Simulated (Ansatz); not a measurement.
What strain does to SiC (zincblende)

SiC built on the zincblende prototype, relaxed with r2SCAN in the plane-wave code Ansatz. The symmetry is F-43m (No. 216, cubic); conventional cell a = 4.356 Å, 10.33 Å³ an atom. Si is surrounded by 4 C at 1.89 Å; C is surrounded by 4 Si at 1.89 Å.

The axes x, y and z are those of this cell:
```
CELL_PARAMETERS angstrom
0.00000 2.17805 2.17805
2.17805 0.00000 2.17805
2.17805 2.17805 0.00000
ATOMIC_POSITIONS crystal
Si 0.00000 0.00000 0.00000
C 0.25000 0.25000 0.25000
```

Unstrained: With PBE the valence top lies at Γ and the conduction bottom at X, 1.358 eV higher; the smallest vertical gap, at X, is 4.547 eV. With r2SCAN the valence top lies at Γ and the conduction bottom at X, 1.713 eV higher; the smallest vertical gap, at X, is 5.048 eV. The HSE06 gap is indirect, 2.227 eV (Γ to X), below the direct gap of 5.720 eV at X. Meshes: PBE 10×10×10, r2SCAN 10×10×10, HSE06 8×8×8. Strains are changes of length per length, and xy shears are angles. After each strain the atoms were relaxed again with r2SCAN within the symmetry that the strain leaves, so tilts or polar shifts that break it weren't tested; points keep the names that they have in the unstrained zone. No spin polarisation and no zero-point or thermal motion.

Changes of the least gap in eV (an overlap counts as a negative gap):
```tsv
strain	volume change (%)	space group	PBE	r2SCAN	HSE06	energy rise, r2SCAN (meV/atom)
epitaxial -1.81 % in the plane normal to [111], free normal strain +0.36 %	-3.2	R3m	-0.121	-0.116	-0.111	13.7
isotropic +4.76 % on every length	+15.0	F-43m	+0.113	+0.077	+0.067	130.2
xy shear, engineering strain (angle) -1.62 %	0.0	Imm2	-0.090	-0.094	-0.090	2.2
```

Epitaxial -1.81 % in the plane normal to [111], free normal strain +0.36 %. HSE06: the gap goes from 2.227 to 2.116 eV (-0.111 eV); with r2SCAN the top three valence levels at Γ, degenerate before, become 2+1 from the top over 241 meV. Stress change with r2SCAN, compression positive: xx +8.04, yy +8.04, zz +8.04, xy -4.06, xz -4.06, yz -4.06 GPa.

Isotropic +4.76 % on every length. HSE06: the gap goes from 2.227 to 2.294 eV (+0.067 eV). Stress change with r2SCAN, compression positive: xx -24.08, yy -24.08, zz -24.08 GPa. For HSE06, dE_g/d ln V = 0.5 eV over this step.

Xy shear, engineering strain (angle) -1.62 %. HSE06: the gap goes from 2.227 to 2.137 eV (-0.090 eV); with r2SCAN the top three valence levels at Γ, degenerate before, become 1+1+1 from the top over 158 meV. Stress change with r2SCAN, compression positive: xx +0.06, yy +0.06, zz 0.00, xy +4.23 GPa.

The meshes of the hybrids are coarse, so their gaps aren't converged to the digits shown.

The splittings at Γ are without spin-orbit coupling, which regroups them where it is of like size or larger.
